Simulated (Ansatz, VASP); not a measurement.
Fe in VASP and in Ansatz

```
CELL_PARAMETERS angstrom
0.00000 2.40477 2.40477
2.40477 0.00000 2.40477
2.40477 2.40477 0.00000
ATOMIC_POSITIONS crystal
Fe 0.00000 0.00000 0.00000
Fe 0.25000 0.25000 0.25000
```

Alike in both runs: functional r2SCAN; k mesh 20 × 20 × 20; occupations gaussian, width 0.1 eV; collinear spin.

Ansatz relaxed the structure, and its values are those at the end. VASP's run is a single point on that final structure, the one shown.

|  | VASP | Ansatz |
| --- | --- | --- |
| version | VASP 6.6.1 | Ansatz 0.2.0 |
| potentials or method | VASP PAW PBE potentials, release 64 (Fe) | scalar-relativistic, plane waves, PAW |
| plane-wave cutoff (eV) | 520 | 500 |
| valence electrons in the cell | 16 | 32 |

VASP gave:

```
gap on the k mesh at the Fermi level (eV) : none
pressure (GPa)                            : -0.9
net moment per atom (μB)                  : 0.00
```

Question: Estimate Ansatz's values.

Answer: gap on the k mesh at the Fermi level (eV): none; pressure (GPa): 0.0; net moment per atom (μB): 0.00.

A gap of «none» marks a metal or a gap that the smearing closes. The two sets of potentials don't hold the same shells in valence. Ansatz warned: «seeded_moment_not_kept».

Caveats: the PAW data sets were made with another functional, which shifts forces and pressure a little (VASP).
